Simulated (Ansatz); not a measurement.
# TiNi (P4/mmm) in Ansatz: reference runs, part 2 of 2

Ansatz 0.2.0. The steps go on from the part before.

### Step 3. Single point, PBEsol, collinear spin, ferromagnetic start (atoms moved at random, drawn with an rms of 0.05 Å)

Input file input.yaml:

```yaml
crystal:
  lattice:
    - [2.735803, 0.0, 0.0]
    - [0.0, 2.735803, 0.0]
    - [0.0, 0.0, 3.58141]
  atoms:
    - { symbol: Ni, position: [0.005416, 0.00515, 0.000678], spin: 1.0 }
    - { symbol: Ti, position: [0.508707, 0.488732, 0.484228], spin: 1.0 }
hamiltonian:
  xc: pbesol
  pseudopotentials: { kind: paw }
magnetization:
  spin_polarized: true
kpoints:
  mp_grid: { grid: [10, 10, 8] }
scf:
  occupations: { method: fermi_dirac, width: 0.05 }
output:
  forces: true
  stress: true
  eigenvalues: true
```

Potentials or basis: Ansatz PAW.

Launch:

```sh
> ansatz run input.yaml --threads 2 --pin off --max-ram 5632MiB --backend cpu --events-out ev --progress --plain --runs-dir out
```

Log:

```text
Warning: RAYON_NUM_THREADS=2 ignored (pool sized by the plan → 2); use --threads N
Engine: ansatz 0.2.0, aarch64-unknown-linux-gnu
Pseudopotentials: kind: paw
Pseudopotential: Ni, paw, valence charge 18, recommended cutoff 420 eV (normal), Ni.paw.azcp
Pseudopotential: Ti, paw, valence charge 12, recommended cutoff 420 eV (normal), Ti.paw.azcp
Functional definition: PBEsol
  exchange = pbesol_x
  correlation = pbesol_c
Crystal: 2 atoms, lattice volume = 26.805 Å³
Basis set: ecut = 420 eV, 535 PW (Γ), exchange–correlation on 40×40×48 points (8 copies of the dense FFT grid, shifted against one another)
Bands: 20, of which v1, the nominal top of the filled ones, is band 15 counted from 1 (14 counted from 0)
Symmetry: 1 space group operations
Space group: P1 (ITA 1), of the structure as read, at distance tolerance 3.0e-5 Å
Magnetic group: BNS 1.1 (UNI 1), of the structure as read, at distance tolerance 3.0e-5 Å
k-points: 404 of 800 (time reversal used)
Non-local potential: Ni, projectors of the file, l = 0: 3, l = 1: 2, l = 2: 3, l = 3: 1
Non-local potential: Ti, projectors of the file, l = 0: 3, l = 1: 2, l = 2: 3, l = 3: 1
PAW form: soft (Blöchl's): semilocal exchange-correlation on the pseudo side does not see the compensation charge
PAW frozen core: Ni, regenerated for the run's functional, and the local potential with it (the file was generated under x = pbe(κ = 0.804, μ = 0.2195149727645171), c = pbe(β = 0.06672455060314922))
PAW frozen core: Ti, regenerated for the run's functional, and the local potential with it (the file was generated under x = pbe(κ = 0.804, μ = 0.2195149727645171), c = pbe(β = 0.06672455060314922))
PAW one-centre angular grid: Ni, 590 points (default); XC on 64 Gauss nodes
PAW one-centre angular grid: Ti, 590 points (default); XC on 64 Gauss nodes
Initial density: superposition of atomic densities (chi_scale 0.1, normalization cell)
Starting moments: Σ|m| = 2 μB on 2 of 2 sites
Initial wavefunctions: pseudopotential atomic-orbital guess
Functional: x = pbesol(κ = 0.804, μ = 0.12345679012345678), c = pbesol(β = 0.046)
SCF iter   1: F=—  HF=-8279.604942 eV  |F-HF|=—  |Δ(HF+E_count)|=         —  Δρ=1.16e-1 (↑1.16e-1 ↓4.82e-2)  dr2=1.61e0  dr2_m=1.46e0  M=0.361 μB ∫|m|=0.386 μB  β_m=0.30  ethr=3.10e-3  ⟨swp⟩=3.4  Hψ=60586  notcnv=0
Mixer restart at iter 1: flushing history
preconditioner: auto → none  [metal: Δε(μ)=0.003 eV  Ē_g=5.262 eV  σ=0.050 eV  W_gap=0.02  n_scr=6 (ndim 8)  ℏωp=26.8 eV  f_vac=0.000  D(μ)=2.16/eV (n_scr^D=28)  sad-step TF]
SCF iter   2: F=—  HF=-8278.899074 eV  |F-HF|=—  |Δ(HF+E_count)|=   7.06e-1  Δρ=6.81e-2 (↑6.52e-2 ↓6.81e-2)  dr2=8.31e-1  dr2_m=9.38e-1  M=0.266 μB ∫|m|=0.289 μB  β_m=0.54  ethr=3.10e-3  ⟨swp⟩=2.4  Hψ=30237  notcnv=0  defer=12
SCF iter   3: F=—  HF=-8279.427730 eV  |F-HF|=—  |Δ(HF+E_count)|=   5.29e-1  Δρ=6.01e-2 (↑6.01e-2 ↓2.90e-2)  dr2=1.34e0  dr2_m=2.18e-1  M=0.266 μB ∫|m|=0.290 μB  β_m=0.51  ethr=2.77e-3  ⟨swp⟩=3.5  Hψ=34162  notcnv=0  defer=12
SCF iter   4: F=—  HF=-8279.469596 eV  |F-HF|=—  |Δ(HF+E_count)|=   4.19e-2  Δρ=1.75e-2 (↑1.38e-2 ↓1.75e-2)  dr2=6.13e-2  dr2_m=5.07e-2  M=0.136 μB ∫|m|=0.154 μB  β_m=0.54  ethr=2.77e-3  ⟨swp⟩=2.3  Hψ=29142  notcnv=0  defer=12
SCF iter   5: F=—  HF=-8279.544894 eV  |F-HF|=—  |Δ(HF+E_count)|=   7.53e-2  Δρ=8.72e-3 (↑3.07e-3 ↓8.72e-3)  dr2=2.41e-2  dr2_m=2.38e-3  M=0.086 μB ∫|m|=0.097 μB  β_m=0.72  ethr=2.04e-4  ⟨swp⟩=2.2  Hψ=26195  notcnv=0  defer=12
SCF iter   6: F=—  HF=-8279.550218 eV  |F-HF|=—  |Δ(HF+E_count)|=   5.32e-3  Δρ=2.21e-3 (↑1.27e-3 ↓2.21e-3)  dr2=1.58e-3  dr2_m=5.24e-4  M=0.059 μB ∫|m|=0.063 μB  β_m=0.68  ethr=8.03e-5  ⟨swp⟩=2.0  Hψ=25787  notcnv=0  defer=12
SCF iter   7: F=—  HF=-8279.550024 eV  |F-HF|=—  |Δ(HF+E_count)|=   1.94e-4  Δρ=1.53e-3 (↑1.53e-3 ↓6.24e-4)  dr2=5.82e-4  dr2_m=1.38e-4  M=0.045 μB ∫|m|=0.047 μB  β_m=0.70  ethr=5.28e-6  ⟨swp⟩=2.0  Hψ=24602  notcnv=0  defer=12
SCF iter   8: F=—  HF=-8279.550124 eV  |F-HF|=—  |Δ(HF+E_count)|=   1.00e-4  Δρ=9.74e-4 (↑9.74e-4 ↓6.59e-4)  dr2=3.49e-4  dr2_m=5.27e-5  M=0.036 μB ∫|m|=0.037 μB  β_m=0.85  ethr=1.94e-6  ⟨swp⟩=2.0  Hψ=20411  notcnv=0  defer=12
SCF iter   9: F=—  HF=-8279.550261 eV  |F-HF|=—  |Δ(HF+E_count)|=   1.37e-4  Δρ=3.36e-4 (↑2.48e-4 ↓3.36e-4)  dr2=5.52e-6  dr2_m=2.05e-5  M=0.021 μB ∫|m|=0.021 μB  β_m=0.92  ethr=1.16e-6  ⟨swp⟩=2.0  Hψ=21714  notcnv=0  defer=12
SCF iter  10: F=—  HF=-8279.550280 eV  |F-HF|=—  |Δ(HF+E_count)|=   1.93e-5  Δρ=2.01e-4 (↑1.73e-4 ↓2.01e-4)  dr2=5.76e-6  dr2_m=7.60e-6  M=0.012 μB ∫|m|=0.012 μB  β_m=0.96  ethr=1.84e-8  ⟨swp⟩=2.0  Hψ=25993  notcnv=0  defer=12
SCF iter  11: F=—  HF=-8279.550291 eV  |F-HF|=—  |Δ(HF+E_count)|=   1.11e-5  Δρ=2.28e-4 (↑1.40e-4 ↓2.28e-4)  dr2=2.13e-5  dr2_m=5.53e-7  M=-0.000 μB ∫|m|=0.001 μB  β_m=0.96  ethr=1.84e-8  ⟨swp⟩=2.0  Hψ=26476  notcnv=0  defer=12
SCF iter  12: F=—  HF=-8279.550286 eV  |F-HF|=—  |Δ(HF+E_count)|=   5.19e-6  Δρ=8.16e-5 (↑8.16e-5 ↓5.25e-5)  dr2=2.92e-6  dr2_m=7.66e-8  M=0.000 μB ∫|m|=0.001 μB  β_m=0.85  ethr=1.84e-8  ⟨swp⟩=2.0  Hψ=28429  notcnv=0  defer=12
SCF iter  13: F=—  HF=-8279.550286 eV  |F-HF|=—  |Δ(HF+E_count)|=   3.48e-7  Δρ=3.05e-5 (↑3.05e-5 ↓1.67e-5)  dr2=4.58e-7  dr2_m=1.25e-8  M=-0.000 μB ∫|m|=0.000 μB  β_m=0.93  ethr=9.75e-9  ⟨swp⟩=2.1  Hψ=20551  notcnv=0  defer=12
SCF iter  14: F=—  HF=-8279.550286 eV  |F-HF|=—  |Δ(HF+E_count)|=   2.92e-8  Δρ=1.77e-5 (↑1.77e-5 ↓1.73e-5)  dr2=2.99e-7  dr2_m=1.73e-9  M=0.000 μB ∫|m|=0.000 μB  β_m=0.68  ethr=1.53e-9  ⟨swp⟩=2.0  Hψ=21959  notcnv=0  defer=12
SCF iter  15: F=—  HF=-8279.550286 eV  |F-HF|=—  |Δ(HF+E_count)|=   7.48e-9  Δρ=8.76e-6 (↑8.76e-6 ↓8.34e-6)  dr2=6.99e-8  dr2_m=5.53e-10  M=0.000 μB ∫|m|=0.000 μB  β_m=0.84  ethr=9.98e-10  ⟨swp⟩=1.1  Hψ=16327  notcnv=0  defer=12
SCF iter  16: F=—  HF=-8279.550286 eV  |F-HF|=—  |Δ(HF+E_count)|=  8.39e-10  Δρ=1.80e-6 (↑1.80e-6 ↓1.59e-6)  dr2=2.34e-9  dr2_m=2.63e-11  M=0.000 μB ∫|m|=0.000 μB  β_m=0.70  ethr=2.33e-10  ⟨swp⟩=1.9  Hψ=18961  notcnv=0  defer=12
SCF iter  17: F=-8279.550286 eV  HF=-8279.550286 eV  |F-HF|=1.00e-10  |Δ(HF+E_count)|=  4.00e-11  Δρ=2.97e-7 (↑2.97e-7 ↓2.80e-7)  dr2=1.14e-10  dr2_m=1.44e-12  M=0.000 μB ∫|m|=0.000 μB  ethr=7.79e-12  ⟨swp⟩=1.7  Hψ=41997  notcnv=0
SCF 1 converged in 17 iterations: F = -8279.550286 eV  dr2 = 1.14e-10
WARN: the starting moments were not kept: the SCF closed with an absolute magnetisation of 1.2e-5 μB, where they sum to 2 μB in size (2 sites). That is at most 0.1 of that sum. Measured as dr2_m measures the in/out step, that magnetisation stands 6.6e-11 eV from none, at or under the dr2_threshold of 1.0e-7 eV: it is no larger than a step whose dr2_m would equal this threshold. The system may hold no moment; this SCF shows only that its start led to no more than that. To try another start: raise the starting moments (crystal.atoms[].spin, magnetization.per_species, magnetization.initial_magnetization, or on a non-collinear deck that types none of these the spinor_matrix: blocks that start its atoms; where the total moment is fixed, keep their sum and leave initial_magnetization as it is; typed ones take the place of any that the run laid by itself, positive ones on a crystal's lanthanoids without a Hubbard term where scf.initial_density.shell_occupations: [] is typed) or, if the notice of its spin-set hold's release reads "site moments contracting" or "site moments show no strong build", lengthen the hold (scf.mixing.spin_hold: { on: { confirm: 4 } }; for m-r²SCAN on two components see the key's manual first). Each may lead to a state that holds a moment. A second SCF, from the converged charge density, with the starting moments and any scf.initial_density.shell_occupations laid on it anew, would have followed, and was not run: the deck does not ask for one (magnetization.retry_lost_moments is false, the default). To let it run, set magnetization.retry_lost_moments: true and run the deck again, where that key's refused combinations let it; where memory then withholds it, that run's warning says so.
SCF converged after 17 iterations
Magnetization: 0.0000 μB (15.0000 up, 15.0000 down)
Absolute magnetization: 0.0000 μB (∫|ρ↑−ρ↓|, with the PAW one-centre terms)
Spin contamination: 0.0000 ħ² per cell (⟨S²⟩ above its minimum at these occupations)
Per-site moments (μB) at R_I (Å): [(1.9329826235080336e-6, 1.0594099165442026), (7.944071715162375e-6, 1.0594099165442026)]
Free energy (F): -8279.550286 eV
Harris-Foulkes:  -8279.550286 eV  (|F-HF|=1.00e-10)
Internal energy: -8279.529772 eV  (E = F + TS)
E sigma→0 (E₀):  -8279.540029 eV
Entropy (-TS):   -0.020514 eV (-10.257 meV/atom)
Fermi energy:    16.006422 eV
--- Per-component energies (eV) ---
  E_band       = -450.354614
  E_kinetic    = 556.536297
  E_local      = -4598.005878  (includes V_loc(G=0)·N_el)
  E_nonlocal   = 643.219989
  E_hartree    = 1935.898518
  E_xc         = -182.042876
  E_vxc        = -231.982631  (∫ρ·V_xc dr)
  E_paw        = -2616.142332  (= ΣΔE_a)
  E_vpaw       = -691.919627  (= ΣTr[D̂ρ^β])
  E_aug_tail   = 0.000612  (compensation charges beyond the density's cutoff)
  E_ewald      = -4019.330775
  E_core_change = 0.336673  (= ΣΔE_core)
  E_smearing   = -0.020514  (= −TS)
  E_closure    = -0.000000  (closes the sum)
  Σ components = -8279.550286   (vs F -8279.550286, Δ=0.00e0)
--- Forces (eV/Å), atoms counted from 1 ---
  atom   1  Ni     0.03023221    -0.15016951    -0.25025122
  atom   2  Ti    -0.03023212     0.15016906     0.25024982
  max |Σ_I F_I| component: 1.40e-6 eV/Å
--- Stress (GPa, compression-positive) ---
       -4.963202      -0.004067      -0.028518
       -0.004067      -5.046385       0.141584
       -0.028518       0.141584      -7.760276
  P = ⅓ Tr σ = -5.9233 GPa (-59.233 kbar)
--- Band table (eV; the first three rows and the last of 808) ---
  k-point 0 ↑: bands = ["-87.0491", "-47.6168", "-47.5452", "-47.5443", "-40.5680", "-16.9259", "-16.5882", "-16.5875", "8.3819", "12.1244", "12.6158", "14.1874", "14.1930", "14.8357", "15.7336", "16.6704", "18.9558", "18.9630", "19.4042", "19.8736"]
  k-point 1 ↑: bands = ["-87.0491", "-47.6172", "-47.5452", "-47.5443", "-40.5671", "-16.9353", "-16.5881", "-16.5874", "8.5945", "12.1756", "12.6822", "14.2173", "14.2222", "14.8442", "15.6414", "16.4493", "18.8009", "18.8049", "19.3344", "19.3909"]
  k-point 2 ↑: bands = ["-87.0491", "-47.6181", "-47.5451", "-47.5443", "-40.5650", "-16.9578", "-16.5878", "-16.5871", "9.2059", "12.2591", "12.8619", "14.2951", "14.2963", "14.8649", "15.4020", "15.7249", "18.4426", "18.4439", "18.4723", "19.3583"]
  k-point 403 ↓: bands = ["-87.0431", "-47.6107", "-47.5816", "-47.5807", "-40.3985", "-17.1301", "-17.1293", "-16.8275", "13.0210", "13.4242", "13.4961", "13.5457", "14.5018", "14.5596", "14.6579", "15.3059", "18.7756", "20.3644", "23.0112", "24.3247"]
```

It took 45 s on 2 threads of Arm Neoverse V1, shared host; peak memory 0.71 GiB.

Results:

```yaml
Free_energy: -8279.5503 eV
Pressure: -5.9 GPa
Largest_force: 0.293 eV/Å
Band_gap_on_the_k_mesh: none (metal or under the smearing width)
Net_moment: 0.00 μB per cell
Absolute_moment: 0.00 μB per cell
```

Forces on the atoms (eV/Å):
```
Ni   0.030 -0.150 -0.250
Ti  -0.030  0.150  0.250
```

Stress tensor (GPa, compression positive):
```
-4.96  0.00 -0.03
 0.00 -5.05  0.14
-0.03  0.14 -7.76
```

Levels at points of the mesh, in eV from the Fermi level:
Spin up:
```
              k point  band 12  band 13  band 14  band 15  band 16  band 17  band 18  band 19
   (0.00, 0.00, 0.00)    -1.82    -1.81    -1.17    -0.27     0.66     2.95     2.96     3.40
  (0.00, 0.00, -0.50)    -1.61    -1.61    -1.58    -1.11    -1.00     1.82     1.95     1.96
  (0.00, -0.50, 0.00)    -2.41    -1.67    -1.45    -0.72    -0.36     0.42     1.58     2.68
 (0.00, -0.50, -0.50)    -1.90    -1.85    -0.26    -0.01     0.22     0.63     2.33     2.98
  (-0.50, 0.00, 0.00)    -2.41    -1.68    -1.46    -0.71    -0.35     0.42     1.59     2.68
 (-0.50, 0.00, -0.50)    -1.89    -1.85    -0.24    -0.03     0.24     0.61     2.33     2.98
 (-0.50, -0.50, 0.00)    -3.25    -0.70     0.11     2.06     2.09     2.22     2.25     2.48
(-0.50, -0.50, -0.50)    -2.46    -1.50    -1.45    -1.35    -0.70     2.77     4.36     7.00
```
Spin down:
| k point | band 11 | band 12 | band 13 | band 14 | band 15 | band 16 | band 17 | band 18 | band 19 | band 20 |
| --- | --- | --- | --- | --- | --- | --- | --- | --- | --- | --- |
| (0.00, 0.00, 0.00) | -3.39 | -1.82 | -1.81 | -1.17 | -0.27 | 0.66 | 2.95 | 2.96 | 3.40 | 3.87 |
| (0.00, 0.00, -0.50) | -2.81 | -1.61 | -1.61 | -1.58 | -1.11 | -1.00 | 1.82 | 1.95 | 1.96 | 3.31 |
| (0.00, -0.50, 0.00) | -2.49 | -2.41 | -1.67 | -1.45 | -0.72 | -0.36 | 0.42 | 1.58 | 2.68 | 5.25 |
| (0.00, -0.50, -0.50) | -1.97 | -1.90 | -1.85 | -0.26 | -0.01 | 0.22 | 0.63 | 2.33 | 2.98 | 3.12 |
| (-0.50, 0.00, 0.00) | -2.49 | -2.41 | -1.68 | -1.46 | -0.71 | -0.35 | 0.42 | 1.59 | 2.68 | 5.25 |
| (-0.50, 0.00, -0.50) | -1.97 | -1.89 | -1.85 | -0.24 | -0.03 | 0.24 | 0.61 | 2.33 | 2.98 | 3.12 |
| (-0.50, -0.50, 0.00) | -3.25 | -3.25 | -0.70 | 0.11 | 2.06 | 2.09 | 2.22 | 2.25 | 2.48 | 4.35 |
| (-0.50, -0.50, -0.50) | -2.51 | -2.46 | -1.50 | -1.45 | -1.35 | -0.70 | 2.77 | 4.36 | 7.00 | 8.32 |

Caveat: the PAW data sets come from PBE, with cores solved anew for the run's functional, which leaves a small shift of forces and pressure; the starting moments weren't kept.
